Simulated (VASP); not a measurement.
# CdTe (F-43m) in VASP: a series of runs, part 3 of 3

VASP 6.6.1. Earlier steps stand in the parts before.

**6. Single point, PBE, spin-orbit coupling, no magnetisation**

Input file INCAR:

```
SYSTEM = CdTe
PREC = Accurate
ENCUT = 280
EDIFF = 1E-7
ISMEAR = 0
SIGMA = 0.02
LREAL = .False.
LASPH = .True.
NELM = 100
ALGO = Normal
ISIF = 2
LWAVE = .False.
LCHARG = .False.
MAGMOM = 0 0 0 0 0 0
LORBIT = 11
LSORBIT = .True.
GGA_COMPAT = .False.
GGA = PE
NBANDS = 34
```

Input file KPOINTS:

```
regular mesh
0
Gamma
  6 6 6
  0 0 0
```

Input file POSCAR:

```
CdTe
1.0
    0.0000000000      3.2050000000      3.2050000000
    3.2050000000      0.0000000000      3.2050000000
    3.2050000000      3.2050000000      0.0000000000
Te Cd
1 1
Direct
    0.7500000000      0.7500000000      0.7500000000
    0.0000000000      0.0000000000      0.0000000000
```

Potentials or basis: VASP PAW PBE potentials, release 64 (Te, Cd).

Command:

```
$ cat potpaw_PBE.64/Te/POTCAR potpaw_PBE.64/Cd/POTCAR > POTCAR
$ mpirun -np 1 vasp_ncl > vasp.out
```

OUTCAR:

```text
SYSTEM = CdTe
   PREC = Accurate
   ENCUT = 280
   EDIFF = 1E-7
   ISMEAR = 0
   LREAL = .False.
   LASPH = .True.
   NELM = 100
   ISIF = 2
   LORBIT = 11
   LSORBIT = .True.
   GGA = PE

 Found     22 irreducible k-points:

 Following reciprocal coordinates:
            Coordinates               Weight
  0.000000  0.000000  0.000000      1.000000
  0.166667  0.000000  0.000000      4.000000
 -0.166667  0.000000  0.000000      4.000000
  0.333333  0.000000  0.000000      4.000000
 -0.333333  0.000000  0.000000      4.000000
  0.500000  0.000000  0.000000      4.000000
   k-points           NKPTS =     22   k-points in BZ     NKDIM =     22   number of bands    NBANDS=     34
   number of dos      NEDOS =    301   number of ions     NIONS =      2
   total plane-waves  NPLWV =  21952
   dimension x,y,z NGX =    28 NGY =   28 NGZ =   28
   dimension x,y,z NGXF=    56 NGYF=   56 NGZF=   56
   ions per type =               1   1
   NGX,Y,Z   is equivalent  to a cutoff of  10.27, 10.27, 10.27 a.u.
   NGXF,Y,Z  is equivalent  to a cutoff of  20.54, 20.54, 20.54 a.u.
 SYSTEM =  CdTe
   PREC   = accura    normal or accurate (medium, high low for compatibility)
   ISTART =      0    job   : 0-new  1-cont  2-samecut
   ICHARG =      2    charge: 1-file 2-atom 10-const
   ISPIN  =      1    spin polarized calculation?
   LNONCOLLINEAR =      T non collinear calculations
   LSORBIT =      T    spin-orbit coupling
   LASPH  =      T    aspherical Exc in radial PAW
   ENCUT  =  280.0 eV  20.58 Ry    4.54 a.u.   6.18  6.18  6.18*2*pi/ulx,y,z
   NELM   =    100;   NELMIN=  2; NELMDL= -5     # of ELM steps
   EDIFF  = 0.1E-06   stopping-criterion for ELM
   LREAL  =      F    real-space projection
   EDIFFG = 0.1E-05   stopping-criterion for IOM
   NSW    =      0    number of steps for IOM
   IBRION =     -1    ionic relax: 0-MD 1-quasi-New 2-CG
   NFREE  =      0    steps in history (QN), initial steepest desc. (CG)
   ISIF   =      2    stress and relaxation
   ISYM   =      2    0-nonsym 1-usesym 2-fastsym
   POTIM  = 0.5000    time-step for ionic-motion
   TEBEG  =    0.0;   TEEND  =   0.0 temperature during run
   PSTRESS=    0.0 pullay stress
   NELECT =      18.0000    total number of electrons
   NUPDOWN=      -1.0000    fix difference up-down
   EMIN   =  10.00;   EMAX   =-10.00  energy-range for DOS
   EFERMI =   0.00;   METHOD = LEGACY
   ISMEAR =     0;   SIGMA  =   0.02  broadening in eV -4-tet -1-fermi 0-gaus
   EFERMI_NEDOS =   21; number of points for ismear=-14 and -15
   IALGO  =     38    algorithm
   IMIX   =      4    mixing-type and parameters
     AMIX     =   0.40;   BMIX     =  1.00
     AMIX_MAG =   1.60;   BMIX_MAG =  1.00
  volume/ion in A,a.u.               =      32.92       222.17
  Fermi-wavevector in a.u.,A,eV,Ry     =   1.062497  2.007828 15.359610  1.128899
  Thomas-Fermi vector in A             =   2.197950
   LORBIT       =     11    0 simple, 1 ext, 2 COOP (PROOUT), +10 PAW based schemes
   GGA     = PE    functional components
   LHFCALC =     F    Hartree Fock is set to
   AEXX    =    0.0000 exact exchange contribution
   IVDW    =     0    specifies the selected vdW correction
   LEPSILON=     F    determine dielectric tensor
   LRPA    =     F    only Hartree local field effects (RPA)
 Gauss-broadening in eV      SIGMA  =   0.02
  energy-cutoff  :      280.00
  volume of cell :       65.84
 maximum number of plane-waves:      1450
 NGX is ok and might be reduce to    28
   NGX = 13   NGY = 13   NGZ = 13

 number of electron      18.0000011 magnetization      -0.0000000     -0.0000000     -0.0000000

 number of electron      18.0000011 magnetization      -0.0000000      0.0000000     -0.0000000
[... 18 lines left out ...]
 fundamental gap:      0.5951967189
 Fermi energy:         3.0918763136

 k-point     1 :       0.0000    0.0000    0.0000
  band No.  band energies     occupation
      1      -8.7032      1.00000
      2      -8.7032      1.00000
      3      -6.0445      1.00000
      4      -6.0445      1.00000
      5      -6.0445      1.00000
      6      -6.0445      1.00000
[... 187 lines left out ...]
     29      12.9539      0.00000
     30      12.9539      0.00000

 [... further k-points ...]

 [bands above 30 left out]

------------------------ aborting loop because EDIFF is reached ----------------------------------------

  FORCE on cell =-STRESS in cart. coord.  units (eV):
  Direction    XX          YY          ZZ          XY          YZ          ZX
  --------------------------------------------------------------------------------------
  -------------------------------------------------------------------------------------
  Total        1.6291639      1.6291639      1.6291639     -0.0000000      0.0000000      0.0000000
  in kB       39.6425214     39.6425214     39.6425214     -0.0000000      0.0000000      0.0000000
  external PRESSURE =      39.6425214 kB  Pullay stress =       0.0000000 kB

 VOLUME and BASIS-vectors are now :
 -----------------------------------------------------------------------------
  energy-cutoff  :      280.00
  volume of cell :       65.84
      direct lattice vectors                 reciprocal lattice vectors
     0.000000000  3.205000000  3.205000000    -0.156006240  0.156006240  0.156006240
     3.205000000  0.000000000  3.205000000     0.156006240 -0.156006240  0.156006240
     3.205000000  3.205000000  0.000000000     0.156006240  0.156006240 -0.156006240

 POSITION                                       TOTAL-FORCE (eV/Angst)
 -----------------------------------------------------------------------------------
      4.80750      4.80750      4.80750        -0.000000     -0.000000      0.000000
      0.00000      0.00000      0.00000         0.000000      0.000000     -0.000000
 -----------------------------------------------------------------------------------
    total drift:                                0.000001      0.000001      0.000001

  FREE ENERGIE OF THE ION-ELECTRON SYSTEM (eV)
  ---------------------------------------------------
  free  energy   TOTEN  =        -4.8387876698 eV

  energy  without entropy=       -4.8387876698  energy(sigma->0) =       -4.83878767

 Spin-Orbit-Coupling matrix elements

 Ion:    1  E_soc:     -0.1919394
 l=   1
     0.0000000    -0.0319088    -0.0319088
    -0.0319088     0.0000000    -0.0319088
    -0.0319088    -0.0319088     0.0000000
 l=   2
     0.0000000    -0.0000320     0.0000000    -0.0000320    -0.0000491
    -0.0000320     0.0000000    -0.0000368    -0.0000320    -0.0000123
     0.0000000    -0.0000368     0.0000000    -0.0000368     0.0000000
    -0.0000320    -0.0000320    -0.0000368     0.0000000    -0.0000123
    -0.0000491    -0.0000123     0.0000000    -0.0000123     0.0000000
 l=   3
     0.0000000     0.0000000     0.0000000     0.0000000     0.0000000     0.0000000     0.0000000
     0.0000000     0.0000000     0.0000000     0.0000000     0.0000000     0.0000000     0.0000000
     0.0000000     0.0000000     0.0000000     0.0000000     0.0000000     0.0000000     0.0000000
     0.0000000     0.0000000     0.0000000     0.0000000     0.0000000     0.0000000     0.0000000
     0.0000000     0.0000000     0.0000000     0.0000000     0.0000000     0.0000000     0.0000000
     0.0000000     0.0000000     0.0000000     0.0000000     0.0000000     0.0000000     0.0000000
     0.0000000     0.0000000     0.0000000     0.0000000     0.0000000     0.0000000     0.0000000

 Ion:    2  E_soc:     -0.0598169
 l=   1
     0.0000000    -0.0033161    -0.0033161
    -0.0033161     0.0000000    -0.0033161
    -0.0033161    -0.0033161     0.0000000
 l=   2
     0.0000000    -0.0013410     0.0000000    -0.0013410    -0.0053123
    -0.0013410     0.0000000    -0.0039842    -0.0013410    -0.0013281
     0.0000000    -0.0039842     0.0000000    -0.0039842     0.0000000
    -0.0013410    -0.0013410    -0.0039842     0.0000000    -0.0013281
    -0.0053123    -0.0013281     0.0000000    -0.0013281     0.0000000
 l=   3
     0.0000000     0.0000000     0.0000000     0.0000000     0.0000000     0.0000000     0.0000000
     0.0000000     0.0000000     0.0000000     0.0000000     0.0000000     0.0000000     0.0000000
     0.0000000     0.0000000     0.0000000     0.0000000     0.0000000     0.0000000     0.0000000
     0.0000000     0.0000000     0.0000000     0.0000000     0.0000000     0.0000000     0.0000000
     0.0000000     0.0000000     0.0000000     0.0000000     0.0000000     0.0000000     0.0000000
     0.0000000     0.0000000     0.0000000     0.0000000     0.0000000     0.0000000     0.0000000
     0.0000000     0.0000000     0.0000000     0.0000000     0.0000000     0.0000000     0.0000000

 total charge

# of ion       s       p       d       tot
------------------------------------------
    1        1.349   2.080   0.024   3.452
    2        0.478   0.339   9.510  10.326
--------------------------------------------------
tot          1.827   2.418   9.534  13.779

 magnetization (x)

# of ion       s       p       d       tot
------------------------------------------
    1       -0.000   0.000  -0.000   0.000
    2        0.000   0.000   0.000   0.000
--------------------------------------------------
tot          0.000   0.000   0.000   0.000

 magnetization (y)

# of ion       s       p       d       tot
------------------------------------------
    1        0.000  -0.000  -0.000  -0.000
    2        0.000   0.000  -0.000  -0.000
--------------------------------------------------
tot          0.000  -0.000  -0.000  -0.000

 magnetization (z)

# of ion       s       p       d       tot
------------------------------------------
    1       -0.000   0.000   0.000   0.000
    2       -0.000  -0.000  -0.000  -0.000
--------------------------------------------------
tot         -0.000  -0.000  -0.000  -0.000
```

OSZICAR:

```text
N       E                     dE             d eps       ncg     rms          rms(c)
DAV:   1     0.735171352635E+02    0.73517E+02   -0.57317E+03  1576   0.562E+02
DAV:   2    -0.224222131904E+01   -0.75759E+02   -0.73306E+02  1752   0.181E+02
DAV:   3    -0.503772063047E+01   -0.27955E+01   -0.27818E+01  1834   0.346E+01
DAV:   4    -0.507332504712E+01   -0.35604E-01   -0.35599E-01  1834   0.339E+00
DAV:   5    -0.507359970777E+01   -0.27466E-03   -0.27466E-03  1722   0.297E-01    0.664E+00
DAV:   6    -0.485444149784E+01    0.21916E+00   -0.30027E-01  1622   0.665E+00    0.509E+00
DAV:   7    -0.483782732925E+01    0.16614E-01   -0.12040E-01  1686   0.198E+00    0.246E+00
DAV:   8    -0.483854837058E+01   -0.72104E-03   -0.86099E-03  1580   0.723E-01    0.101E+00
DAV:   9    -0.483854112503E+01    0.72455E-05   -0.53567E-04  1780   0.214E-01    0.350E-01
DAV:  10    -0.483874427491E+01   -0.20315E-03   -0.47350E-04  1628   0.155E-01    0.631E-02
DAV:  11    -0.483876643934E+01   -0.22164E-04   -0.25093E-05  1764   0.455E-02    0.202E-02
DAV:  12    -0.483878591740E+01   -0.19478E-04   -0.22099E-05  1590   0.237E-02    0.128E-02
DAV:  13    -0.483878719380E+01   -0.12764E-05   -0.61422E-07  1870   0.449E-03    0.614E-03
DAV:  14    -0.483878789994E+01   -0.70613E-06   -0.59169E-07  1600   0.349E-03    0.425E-03
DAV:  15    -0.483878762400E+01    0.27593E-06   -0.17482E-07  1474   0.231E-03    0.176E-03
DAV:  16    -0.483878766981E+01   -0.45802E-07   -0.10847E-08  1014   0.529E-04
   1 F= -.48387877E+01 E0= -.48387877E+01  d E =-.111659E-30  mag=    -0.0000     0.0000    -0.0000
```

stdout:

```text
POSCAR found type information on POSCAR TeCd
 POSCAR found :  2 types and       2 ions
 scaLAPACK will be used
 LDA part: xc-table for (Slater+PW92), standard interpolation
 POSCAR, INCAR and KPOINTS ok, starting setup
 FFT: planning ... GRIDC
 FFT: planning ... GRID_SOFT
 FFT: planning ... GRID
 WAVECAR not read
 entering main loop
```

Wall time 40 s (1 thread of Intel Xeon Platinum 8559C (Emerald Rapids), shared host); peak memory 0.25 GiB.

These settings aren't checked as converged: the numbers below hold their error.

What came out:

```yaml
Free_energy: -4.8388 eV
Valence_electrons_inside_the_program's_atomic_spheres: Te 3.45; Cd 10.33
```

Caveat: the cutoff is under 1.25 times the usual one of these potentials, so pressure, stress and relaxed cells hold a basis-set (Pulay) error.

**7. For comparison**

An earlier run on the cell as given: functional PBEsol; potentials or basis VASP PAW PBE potentials, release 64 (Te, Cd); cutoff 520 eV; k mesh 7 × 7 × 7; occupations fermi-dirac, width 0.05 eV; no spin polarisation.

* Pressure: 1.9 GPa
* Band gap on the k mesh: 0.76 eV, direct
